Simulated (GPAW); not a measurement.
The system is ZrC.

```
Zr C
1.0
     0.00000    2.54552    2.54552
     2.54552    0.00000    2.54552
     2.54552    2.54552    0.00000
Zr C
1 1
Direct
  0.50000 0.50000 0.50000
  0.75000 0.75000 0.75000
```

The cell was built by a generator and needn't be a form met in nature.

* Program: GPAW 26.7.0
* Task: relaxation of cell and atoms
* Functional: BLYP
* Potentials or basis: PAW data sets generated in the run's folder for this functional
* Cutoff: 800 eV
* Basis: pw
* k mesh: 8 × 8 × 8
* Occupations: fermi-dirac, width 0.05 eV
* Spin: no spin polarisation

At the start: pressure 3.1 GPa; volume 16.49 Å³/atom.

**Question.** How do energy, volume and symmetry change on relaxing?

**Answer.** Over 3 steps the energy falls by 3.8 meV/atom and the volume is 16.85 Å³/atom (+2.2 %); space group F-43m (No. 216, to 0.05 Å).

The path:
```
step  energy change (eV)  largest force (eV/Å)  pressure (GPa)  volume (Å³)
   1              0.0000                0.0000            3.12        32.99
   2             -0.0039                0.0000            2.11        33.22
   3             -0.0077                0.0000            0.04        33.71
```

Final structure:
```yaml
crystal:
  lattice:
    - [0.00000, 2.56384, 2.56384]
    - [2.56384, 0.00000, 2.56384]
    - [2.56384, 2.56384, 0.00000]
  atoms:
    - { symbol: Zr, position: [0.50000, 0.50000, 0.50000] }
    - { symbol: C, position: [0.75000, 0.75000, 0.75000] }
```

Caveat: later steps reuse the first step's grids.
